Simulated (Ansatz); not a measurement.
AgI (started from an entry of an open crystallographic database), relaxed with r2SCAN in the plane-wave code Ansatz: space group P6_3mc (No. 186), hexagonal; conventional cell a = 4.651 Å, c = 7.600 Å, 35.59 Å³ an atom. Ag is surrounded by 4 I at 2.85 Å; I is surrounded by 4 Ag at 2.85 Å. The primitive cell holds 4 atoms in 142.35 Å³. Spin-unpolarised throughout; all numbers are computed.

Computed values: PBE gives a gap of 1.37 eV and PBE0 (25 % exact exchange) 3.19 eV; one over PBE's mean ε∞ is 0.195. HSE06 (6×6×2) gives a least gap of 2.53 eV, direct.

**Question.** What is the density?

**Answer.** The cell holds 2 Ag, 2 I: M = 2×107.868 + 2×126.904 = 469.54 u in V = 142.35 Å³. ρ = 1.66054 × M/V = 1.66054 × 469.54/142.35 = 5.477 g/cm³, for the static r2SCAN lattice.

**Question.** Taking the gap as linear in the share of unscreened exchange, estimate the gap of the hybrid whose share is 1/ε∞.

**Answer.** The slope is (3.19 − 1.37)/0.25 = 7.28 eV per unit share, so E_g ≈ 1.37 + 7.28 × 0.195 = 2.79 eV. The run with that share gives 2.78 eV (6×6×2 mesh), -0.01 eV from the straight line.

**Question.** At what wavelength does absorption set in by HSE06, excitons left aside?

**Answer.** λ = 1239.84 eV nm/E: 490 nm for the least gap. The direct edge lies in the visible range.

No spin-orbit coupling is included; it can move band edges with weight on the heavy atoms by tenths of an eV.

The meshes of the hybrids are coarse, so their gaps aren't converged to the digits shown.
